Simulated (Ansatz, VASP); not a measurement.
# SiO2 (amorphous SiO2): VASP beside Ansatz, part 2 of 2

One calculation is typed for both programs; each brings its own data sets. How far apart do they land? Of the first pair: The cell is taken from a series of runs on this material, whose earlier steps may have relaxed, scaled, displaced or heated it; both programs get it as it stands.

VASP 6.6.1 and Ansatz 0.2.0.

So far. Step 2 (VASP: single point, PBE, pair 1): The run ends at a pressure of 2.03 GPa, with forces up to 5.4 eV/Å.

## Step 5: VASP: single point, PBE, pair 2

Level of this step: PBE; plane waves and PAW (Si, O) (VASP).

With cell and atoms fixed, the geometry can't cause a difference; cores, projectors, grids and the points listed under the comparison can.

INCAR

```
SYSTEM = SiO2
PREC = Accurate
ENCUT = 600
EDIFF = 1E-06
NELM = 120
ISMEAR = -1
SIGMA = 0.025
LREAL = Auto
ALGO = Normal
GGA = PE
NBANDS = 328
LORBIT = 11
LWAVE = .FALSE.
LCHARG = .FALSE.
ISIF = 2
LASPH = .TRUE.
GGA_COMPAT = .FALSE.
EFERMI = MIDGAP
NCORE = 2
```

POSCAR

```
SiO2
1.0
   11.6871000000      0.0000000000      0.0000000000
    0.0000000000     11.6871000000      0.0000000000
    0.0000000000      0.0000000000     11.6871000000
Si O
32 64
Direct
    0.0996000000      0.4035600000      0.6986000000
    0.4404400000      0.4966300000      0.3989900000
    0.4503000000      0.2496700000      0.8581300000
    0.4877200000      0.5573700000      0.6419000000
    0.5400000000      0.8196800000      0.8719900000
    0.9821000000      0.0114500000      0.6090800000
    0.1126700000      0.2152200000      0.4985800000
    0.7044500000      0.2207500000      0.9443600000
    0.9348600000      0.9391800000      0.3677100000
    0.6218400000      0.4471800000      0.8476800000
    0.8776100000      0.6714100000      0.6000900000
    0.2232000000      0.6347100000      0.6347900000
    0.2958500000      0.6922100000      0.8671300000
    0.8354200000      0.3621200000      0.1438200000
    0.1060100000      0.7698400000      0.0169700000
    0.2521400000      0.4243900000      0.9117300000
    0.5145800000      0.0544700000      0.0112800000
    0.6377500000      0.7854900000      0.6312800000
    0.0572500000      0.8007600000      0.7603400000
    0.9811400000      0.1655200000      0.2696300000
    0.1712800000      0.8929100000      0.2469300000
    0.4781800000      0.9226300000      0.4836900000
    0.8569800000      0.6953000000      0.3428700000
    0.7754900000      0.1771100000      0.6870800000
    0.5119300000      0.1496500000      0.6097500000
    0.6738300000      0.6370700000      0.0234100000
    0.8441700000      0.4254500000      0.7005400000
    0.2964100000      0.7323400000      0.4166400000
    0.4022600000      0.0412300000      0.2592200000
    0.6630500000      0.5483500000      0.2573200000
[... 60 atom lines left out ...]
    0.6176200000      0.5238400000      0.9607300000
    0.2367500000      0.7767700000      0.3006000000
    0.6427000000      0.1135000000      0.0060300000
    0.9792700000      0.7077400000      0.6924300000
    0.1151500000      0.8580700000      0.1225400000
    0.5113100000      0.9366600000      0.9390500000
```

KPOINTS

```
Automatic mesh
0
Gamma
1 1 1
0 0 0
```

The projector-augmented-wave data sets are Si and O (PBE family, release 64).

Started as:

```sh
> mpirun -np 8 vasp_gam
```

Numbers of over 12 decimals in the logs are rounded to 6 here.

Log:

```text
[... set-up lines as in an earlier step ...]
 entering main loop
       N       E                     dE             d eps       ncg     rms          rms(c)
DAV:   1     0.518276208836E+04    0.51828E+04   -0.31496E+05   672   0.166E+03
DAV:   2    -0.332831737782E+03   -0.55156E+04   -0.53452E+04   824   0.380E+02
DAV:   3    -0.841333461974E+03   -0.50850E+03   -0.50554E+03   784   0.124E+02
DAV:   4    -0.852709368963E+03   -0.11376E+02   -0.11329E+02   800   0.199E+01
[...]
DAV:  19    -0.748868733214E+03    0.10053E-04   -0.82331E-06   744   0.817E-03    0.800E-03
DAV:  20    -0.748868730599E+03    0.26150E-05   -0.78281E-06   656   0.647E-03    0.296E-03
DAV:  21    -0.748868730349E+03    0.24987E-06   -0.92241E-07   528   0.274E-03
   1 F= -.74886873E+03 E0= -.74886873E+03  d E =-.348207E-19
```

From OUTCAR (step 5):

```text
  Total      -13.9369838    -10.5184674     -9.6629044     -0.9002690     -4.6308316    -14.7509743
  in kB      -13.9881119    -10.5570546     -9.6983530     -0.9035716     -4.6478199    -14.8050885
  external PRESSURE =     -11.4145065 kB  Pullay stress =       0.0000000 kB

  FREE ENERGIE OF THE ION-ELECTRON SYSTEM (eV)
  ---------------------------------------------------
  free  energy   TOTEN  =      -748.8687303493 eV

  energy  without entropy=     -748.8687303493  energy(sigma->0) =     -748.86873035

[... 1 part as in an earlier step ...]

[... 2 further parts left out ...]
[key lines of the parts left out:]
E-fermi :   2.9710
```

The run ends at a pressure of -1.14 GPa, with forces up to 0.18 eV/Å.

## Step 6: Ansatz: single point, PBE, pair 2

The same cell, functional, mesh and smearing now go to Ansatz, which takes its cutoff from its data sets.

The cell is taken from a series of runs on this material, whose earlier steps may have relaxed, scaled, displaced or heated it; both programs get it as it stands.

input.yaml

```yaml
crystal:
  lattice:
    - [11.6871, 0.0, 0.0]
    - [0.0, 11.6871, 0.0]
    - [0.0, 0.0, 11.6871]
  atoms:
    - { symbol: Si, position: [0.0996, 0.40356, 0.6986] }
    - { symbol: Si, position: [0.44044, 0.49663, 0.39899] }
    - { symbol: Si, position: [0.4503, 0.24967, 0.85813] }
    - { symbol: Si, position: [0.48772, 0.55737, 0.6419] }
    - { symbol: Si, position: [0.54, 0.81968, 0.87199] }
    - { symbol: Si, position: [0.9821, 0.01145, 0.60908] }
    - { symbol: Si, position: [0.11267, 0.21522, 0.49858] }
    - { symbol: Si, position: [0.70445, 0.22075, 0.94436] }
    - { symbol: Si, position: [0.93486, 0.93918, 0.36771] }
    - { symbol: Si, position: [0.62184, 0.44718, 0.84768] }
    - { symbol: Si, position: [0.87761, 0.67141, 0.60009] }
    - { symbol: Si, position: [0.2232, 0.63471, 0.63479] }
    - { symbol: Si, position: [0.29585, 0.69221, 0.86713] }
    - { symbol: Si, position: [0.83542, 0.36212, 0.14382] }
    - { symbol: Si, position: [0.10601, 0.76984, 0.01697] }
    - { symbol: Si, position: [0.25214, 0.42439, 0.91173] }
    - { symbol: Si, position: [0.51458, 0.05447, 0.01128] }
    - { symbol: Si, position: [0.63775, 0.78549, 0.63128] }
    - { symbol: Si, position: [0.05725, 0.80076, 0.76034] }
    - { symbol: Si, position: [0.98114, 0.16552, 0.26963] }
    - { symbol: Si, position: [0.17128, 0.89291, 0.24693] }
    - { symbol: Si, position: [0.47818, 0.92263, 0.48369] }
    - { symbol: Si, position: [0.85698, 0.6953, 0.34287] }
    - { symbol: Si, position: [0.77549, 0.17711, 0.68708] }
    - { symbol: Si, position: [0.51193, 0.14965, 0.60975] }
    - { symbol: Si, position: [0.67383, 0.63707, 0.02341] }
    - { symbol: Si, position: [0.84417, 0.42545, 0.70054] }
    - { symbol: Si, position: [0.29641, 0.73234, 0.41664] }
    - { symbol: Si, position: [0.40226, 0.04123, 0.25922] }
    - { symbol: Si, position: [0.66305, 0.54835, 0.25732] }
[... 60 atom lines left out ...]
    - { symbol: O, position: [0.61762, 0.52384, 0.96073] }
    - { symbol: O, position: [0.23675, 0.77677, 0.3006] }
    - { symbol: O, position: [0.6427, 0.1135, 0.00603] }
    - { symbol: O, position: [0.97927, 0.70774, 0.69243] }
    - { symbol: O, position: [0.11515, 0.85807, 0.12254] }
    - { symbol: O, position: [0.51131, 0.93666, 0.93905] }
kpoints:
  mp_grid: { grid: [1, 1, 1] }
hamiltonian:
  xc: pbe
scf:
  occupations: { method: fermi_dirac, width: 0.025 }
output:
  forces: true
  stress: true
  populations: true
  dos:
    method: { smearing: { sigma: 0.08 } }
    de: 0.05
    projected: { site_lists: { O: [O], Si: [Si] } }
  eigenvalues: true
  write_density: true
  write_potential: true
  volumetric_format: npy
```

Started as:

```sh
> ansatz run input.yaml --threads 4 --pin off --max-ram 8192MiB --backend cpu --events-out ev --progress --plain --runs-dir out
```

Log:

```text
[...]
Crystal: 96 atoms, lattice volume = 1596.321 Å³
Basis set: ecut = 420 eV, 31343 PW (Γ), exchange–correlation on 160×160×160 points (8 copies of the dense FFT grid, shifted against one another)
Bands: 352, of which v1, the nominal top of the filled ones, is band 256 counted from 1 (255 counted from 0)
Symmetry: 1 space group operations
[...]
k-points: 1
[...]
P = ⅓ Tr σ = -1.0339 GPa (-10.339 kbar)
--- Band table (eV) ---
  k-point 0: bands = [... 252 lower, 2.6112, 2.6657, 2.7889, 2.9178, 5.2125, 6.1786, 6.7776, 6.7918, ... 92 higher]
--- Löwdin populations: 96 sites ---
  site symbol       q [e]
     0     Si      2.2063
     1     Si      2.1903
     2     Si      2.2138
     3     Si      2.2026
     4     Si      2.1914
     5     Si      2.1978
     6     Si      2.2065
     7     Si      2.2058
[...]
92      O      6.7743
    93      O      6.7793
    94      O      6.7650
    95      O      6.7918
  spilling = 0.013750 (of n_electrons = 512.000000)
```

## Step 7: Differences

What differs besides the data sets and the points named for the pairs above, as far as they apply: the cutoff is 420 eV in Ansatz and 600 eV in VASP (PREC = Accurate, projectors in real space). Total energies have different zeros and are not compared.

The two programs side by side:

```csv
quantity,Ansatz,VASP,difference
pressure (GPa),-1.03,-1.14,+0.11
gap on the k mesh (eV),2.295,2.281,+0.013
```

Forces on 7 of the 96 atoms, those with the largest forces and the largest differences (eV/Å; atoms numbered as in POSCAR):

```csv
atom,"Ansatz x, y, z","VASP x, y, z"
Si13,"0.004, 0.011, -0.002","0.044, 0.051, -0.031"
Si16,"0.005, 0.015, -0.007","0.103, 0.013, -0.152"
Si20,"-0.006, -0.002, 0.000","-0.127, 0.103, 0.083"
O36,"-0.006, 0.002, -0.002","-0.056, 0.048, 0.007"
O41,"-0.005, -0.002, 0.003","-0.071, 0.001, 0.155"
O51,"-0.006, -0.014, 0.009","-0.026, -0.086, 0.012"
O64,"-0.001, 0.004, 0.006","0.099, -0.064, -0.086"
```

The forces differ by 27 meV/Å r.m.s., where the r.m.s. force is 0.006 eV/Å in Ansatz and 0.028 eV/Å in VASP: the atoms lie near their places of rest in Ansatz, so a percentage would say little (all taken over all components). A gap on the mesh is an upper bound, since the band edges may lie between its points.

## Step 8: Ansatz: relaxation, PBE

The two programs are compared at the cell with which this relaxation starts, whose forces are those of its first step.

The structure compared here is the start of the Ansatz relaxation; VASP solves that cell, so the two are compared at the walk's first step.

input.yaml

```yaml
crystal:
  lattice:
    - [11.6871, 0.0, 0.0]
    - [0.0, 11.6871, 0.0]
    - [0.0, 0.0, 11.6871]
  atoms:
    - { symbol: Si, position: [0.09631, 0.40685, 0.68995] }
    - { symbol: Si, position: [0.44171, 0.4978, 0.40817] }
    - { symbol: Si, position: [0.46118, 0.25348, 0.85583] }
    - { symbol: Si, position: [0.4799, 0.56334, 0.65247] }
    - { symbol: Si, position: [0.54879, 0.81148, 0.87979] }
    - { symbol: Si, position: [0.97912, 0.01279, 0.60956] }
    - { symbol: Si, position: [0.11506, 0.21405, 0.49711] }
    - { symbol: Si, position: [0.69859, 0.2245, 0.93845] }
    - { symbol: Si, position: [0.94636, 0.93446, 0.36426] }
    - { symbol: Si, position: [0.62177, 0.44588, 0.85425] }
    - { symbol: Si, position: [0.87363, 0.67266, 0.60288] }
    - { symbol: Si, position: [0.21963, 0.64459, 0.64171] }
    - { symbol: Si, position: [0.31241, 0.67943, 0.88447] }
    - { symbol: Si, position: [0.82742, 0.36078, 0.14185] }
    - { symbol: Si, position: [0.10852, 0.76616, 0.01497] }
    - { symbol: Si, position: [0.25344, 0.41404, 0.89557] }
    - { symbol: Si, position: [0.51639, 0.05215, 0.00494] }
    - { symbol: Si, position: [0.63328, 0.78389, 0.62788] }
    - { symbol: Si, position: [0.05172, 0.79958, 0.76111] }
    - { symbol: Si, position: [0.96836, 0.17261, 0.27104] }
    - { symbol: Si, position: [0.17945, 0.88461, 0.24454] }
    - { symbol: Si, position: [0.47122, 0.92934, 0.48567] }
    - { symbol: Si, position: [0.8723, 0.68924, 0.34602] }
    - { symbol: Si, position: [0.77109, 0.18006, 0.68429] }
    - { symbol: Si, position: [0.50797, 0.15706, 0.60736] }
    - { symbol: Si, position: [0.67881, 0.63545, 0.03196] }
    - { symbol: Si, position: [0.8384, 0.42939, 0.69968] }
    - { symbol: Si, position: [0.30079, 0.73151, 0.41856] }
    - { symbol: Si, position: [0.40277, 0.04357, 0.25332] }
    - { symbol: Si, position: [0.66603, 0.54876, 0.26615] }
[... 60 atom lines left out ...]
    - { symbol: O, position: [0.62433, 0.52541, 0.96585] }
    - { symbol: O, position: [0.24324, 0.77446, 0.30113] }
    - { symbol: O, position: [0.64147, 0.1135, 0.99668] }
    - { symbol: O, position: [0.96144, 0.70956, 0.7048] }
    - { symbol: O, position: [0.1159, 0.85034, 0.12497] }
    - { symbol: O, position: [0.51129, 0.93073, 0.93843] }
kpoints:
  mp_grid: { grid: [1, 1, 1] }
hamiltonian:
  xc: pbe
scf:
  occupations: { method: fermi_dirac, width: 0.025 }
output:
  forces: true
relax:
  f_tol: 0.04
  max_steps: 250
```

Log:

```text
[...]
Crystal: 96 atoms, lattice volume = 1596.321 Å³
Basis set: ecut = 420 eV, 31343 PW (Γ), exchange–correlation on 160×160×160 points (8 copies of the dense FFT grid, shifted against one another)
Bands: 352, of which v1, the nominal top of the filled ones, is band 256 counted from 1 (255 counted from 0)
Symmetry: 1 space group operations
[...]
k-points: 1
[...]
SCF iter   1: F=—  HF=-56758.278741 eV  |F-HF|=—  |Δ(HF+E_count)|=         —  Δρ=8.50e-3  dr2=2.76e0  ethr=1.77e-3  ⟨swp⟩=7.0  Hψ=1753  notcnv=0  defer=68
[...]
- { symbol: O, position: [0.033314, 0.231752, 0.388064] }
    - { symbol: O, position: [0.456285, 0.202529, 0.728212] }
    - { symbol: O, position: [0.379061, 0.358801, 0.889847] }
    - { symbol: O, position: [0.736962, 0.439670, 0.209985] }
    - { symbol: O, position: [0.752092, 0.442777, 0.804783] }
    - { symbol: O, position: [0.928113, 0.455260, 0.095250] }
    - { symbol: O, position: [0.092726, 0.319178, 0.589870] }
[...]
- { symbol: O, position: [0.642705, 0.113498, 1.006034] }
    - { symbol: O, position: [0.979271, 0.707739, 0.692432] }
    - { symbol: O, position: [0.115145, 0.858073, 0.122545] }
    - { symbol: O, position: [0.511312, 0.936659, 0.939050] }
```

## Step 9: VASP: single point, PBE, start cell, pair 3

The same cell, functional, mesh and smearing now go to VASP, with its own data sets.

INCAR, as its differences from that of step 5:

```diff
@@ -2,3 +2,3 @@
 PREC = Accurate
-ENCUT = 600
+ENCUT = 520
 EDIFF = 1E-06
```

POSCAR

```
SiO2
1.0
   11.6871000000      0.0000000000      0.0000000000
    0.0000000000     11.6871000000      0.0000000000
    0.0000000000      0.0000000000     11.6871000000
Si O
32 64
Direct
    0.0963113176      0.4068502879      0.6899487469
    0.4417092350      0.4977967160      0.4081679801
    0.4611836983      0.2534760548      0.8558324991
    0.4798966382      0.5633390661      0.6524715284
    0.5487931138      0.8114759008      0.8797905383
    0.9791222801      0.0127918816      0.6095609689
    0.1150584833      0.2140479674      0.4971122006
    0.6985907539      0.2245039402      0.9384535086
    0.9463596615      0.9344576499      0.3642563168
    0.6217710125      0.4458762225      0.8542495572
    0.8736298996      0.6726561765      0.6028783873
    0.2196267680      0.6445910448      0.6417075237
    0.3124128312      0.6794328790      0.8844709124
    0.8274165533      0.3607824011      0.1418487050
    0.1085213612      0.7661609809      0.0149737745
    0.2534418290      0.4140376997      0.8955686184
    0.5163898657      0.0521515175      0.0049370674
    0.6332794277      0.7838899299      0.6278803125
    0.0517236954      0.7995824456      0.7611126798
    0.9683582754      0.1726091160      0.2710424314
    0.1794457137      0.8846078155      0.2445431287
    0.4712204054      0.9293408972      0.4856722369
    0.8723036510      0.6892385622      0.3460225377
    0.7710894918      0.1800617775      0.6842929384
    0.5079703263      0.1570620599      0.6073619632
    0.6788082587      0.6354527642      0.0319583130
    0.8384030256      0.4293879577      0.6996774221
    0.3007931822      0.7315073885      0.4185640578
    0.4027688648      0.0435694056      0.2533220388
    0.6660334899      0.5487588880      0.2661481462
[... 60 atom lines left out ...]
    0.6243293888      0.5254083562      0.9658512377
    0.2432425495      0.7744607302      0.3011268835
    0.6414679433      0.1135012107      0.9966801003
    0.9614361133      0.7095601133      0.7048027312
    0.1158970147      0.8503392629      0.1249668438
    0.5112902260      0.9307270409      0.9384278392
```

KPOINTS is that of step 5.

Started as:

```sh
> mpirun -np 8 vasp_gam
```

Log:

```text
[... set-up lines as in an earlier step ...]
 entering main loop
       N       E                     dE             d eps       ncg     rms          rms(c)
DAV:   1     0.490741000253E+04    0.49074E+04   -0.29382E+05   680   0.149E+03
DAV:   2    -0.369684565446E+03   -0.52771E+04   -0.51005E+04   832   0.367E+02
DAV:   3    -0.844369008859E+03   -0.47468E+03   -0.47202E+03   784   0.119E+02
DAV:   4    -0.854547752480E+03   -0.10179E+02   -0.10143E+02   784   0.188E+01
[...]
DAV:  20    -0.745795975736E+03    0.79409E-05   -0.44602E-06   712   0.667E-03    0.111E-02
DAV:  21    -0.745795968303E+03    0.74330E-05   -0.78605E-06   656   0.104E-02    0.824E-03
DAV:  22    -0.745795967579E+03    0.72342E-06   -0.41779E-06   696   0.526E-03
   1 F= -.74579597E+03 E0= -.74578867E+03  d E =-.145853E-01
```

From OUTCAR (step 9):

```text
  Total       24.8433905     21.6934458     14.1169817     -4.4377200     -5.0229681     -9.6304159
  in kB       24.9345290     21.7730286     14.1687701     -4.4539999     -5.0413949     -9.6657453
  external PRESSURE =      20.2921092 kB  Pullay stress =       0.0000000 kB

 POSITION                                       TOTAL-FORCE (eV/Angst)
 -----------------------------------------------------------------------------------
      1.12560      4.75490      8.06350         0.586520     -0.770295     -0.194172
      5.16230      5.81780      4.77030        -0.059511      0.415487     -0.357786
      5.38990      2.96240     10.00220        -3.407884     -0.530674     -0.686046
      5.60860      6.58380      7.62550         0.247844      0.385872     -0.709850
      6.41380      9.48380     10.28220         0.688902      0.550707     -0.111578
     11.44310      0.14950      7.12400         0.376703      0.575355     -0.628642
      1.34470      2.50160      5.80980        -0.940114      0.279247     -1.142484
      8.16450      2.62380     10.96780         2.815143     -1.433723      1.347780
     11.06020     10.92110      4.25710         0.264620      1.359331     -0.733882
      7.26670      5.21100      9.98370         0.727889      3.057943     -0.772498
     10.21020      7.86140      7.04590        -0.101629     -0.098801     -0.068220
[...]
4.40980      4.13160     10.44240         2.563958     -0.705829     -0.882747
      8.56120      5.13550      2.44940        -0.472864     -0.052934      0.051219
[...]
-----------------------------------------------------------------------------------
    total drift:                               -0.014666      0.018534     -0.015511

  FREE ENERGIE OF THE ION-ELECTRON SYSTEM (eV)
  ---------------------------------------------------
  free  energy   TOTEN  =      -745.7959675793 eV

  energy  without entropy=     -745.7813822637  energy(sigma->0) =     -745.78867492

[... 2 parts as in an earlier step ...]

[... 1 further part left out ...]
[key lines of the parts left out:]
E-fermi :   3.2824
```

The run ends at a pressure of 2.03 GPa, with forces up to 5.4 eV/Å.

## Step 10: Differences

Forces on 9 of the 96 atoms, those with the largest forces and the largest differences (eV/Å; atoms numbered as in POSCAR):

```csv
atom,"Ansatz x, y, z","VASP x, y, z"
Si3,"-3.399, -0.545, -0.678","-3.408, -0.531, -0.686"
Si8,"2.784, -1.439, 1.332","2.815, -1.434, 1.348"
Si10,"0.763, 3.076, -0.790","0.728, 3.058, -0.772"
Si16,"-3.344, -1.470, 4.200","-3.263, -1.436, 4.089"
Si20,"3.232, -0.930, -3.230","3.126, -0.868, -3.125"
O36,"2.591, -0.742, -0.877","2.564, -0.706, -0.883"
O41,"0.706, 0.521, -1.088","0.622, 0.504, -0.931"
O51,"0.968, 1.927, -0.640","0.959, 1.838, -0.638"
O64,"-0.432, -0.025, 0.625","-0.329, -0.064, 0.500"
```

The forces differ by 26 meV/Å r.m.s., which is 3.3 % of the r.m.s. force of 0.773 eV/Å (both taken over all components).

## Step 11: Results

| Property | Result |
| --- | --- |
| r.m.s. force difference (single point, PBE, pair 1) | 3.3 % of the r.m.s. force |
| r.m.s. force difference (single point, PBE, pair 2) | 27 meV/Å |
| r.m.s. force difference (single point, PBE, start cell, pair 3) | 3.3 % of the r.m.s. force |

What this shows: The r.m.s. force difference is 27 meV/Å (single point, PBE, pair 2), beyond the 12 meV/Å picked in this series as the mark of a large difference. What causes the difference of the single point, PBE, pair 1 pair stays open here. What causes the difference of the single point, PBE, pair 2 pair stays open here. What causes the difference of the single point, PBE, start cell, pair 3 pair stays open here. 1 further run of this series is not shown here. Such differences can come from data sets, numerical settings and the points named under the comparisons, not from the functional's error against experiment.

[Lines on the potential files, build, host, timing and source positions are cut from VASP's logs without a mark.]

[Logs are printed without paths, hosts, clocks, repeated set-up lines and the standing remarks that a program may print on its own settings, such as how far it seeks lower states.]

[Hosts, paths, dates, database ids (printed as entryN), source tags and the programs' standing remarks are cut or masked in the printed files.]
